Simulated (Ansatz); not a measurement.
A run of Ansatz 0.2.0 is set up as follows.

input.yaml

```yaml
crystal:
  lattice:
    - [0.0, 2.325, 2.325]
    - [2.325, 0.0, 2.325]
    - [2.325, 2.325, 0.0]
  atoms:
    - { symbol: Hf, position: [0.5, 0.5, 0.5] }
    - { symbol: C, position: [0.0, 0.0, 0.0] }
kpoints:
  mp_grid: { grid: [8, 8, 8] }
scf:
  occupations: { method: fermi_dirac, width: 0.05 }
hamiltonian:
  xc: pbesol
  pseudopotentials: { kind: all_electron, lapw: { basis_error: 0.001 } }
output:
  forces: true
  stress: true
elastic:
  mode: clamped_ion
  stencil: two_point
```

Potentials or basis: all-electron LAPW, scalar-relativistic.

Command:

```sh
$ ansatz run input.yaml --threads 1 --pin off --max-ram 3072MiB --backend cpu --events-out ev --progress --plain --runs-dir out
```

Q: Predict the clamped-ion elastic constants C11, C12, C44.

A: 469, 98, 171 GPa.

Q: Predict the Voigt bulk modulus.

A: 222 GPa.

Q: Predict the band gap on the k mesh.

A: None (metal or under the smearing width).

Elastic tensor in Voigt notation (GPa, ions clamped, in the Cartesian axes of the cell as first typed):
```
469  98  98   0   0   0
 98 469  98   0   0   0
 98  98 469   0   0   0
  0   0   0 171   0   0
  0   0   0   0 171   0
  0   0   0   0   0 171
```

Caveat: a metal's response needs a denser mesh; the cell is more than 3 GPa from zero pressure, which shifts response properties; elastic constants of metals need much finer meshes, so these are rough. Spin-orbit coupling is left out, which matters for the levels of Hf.
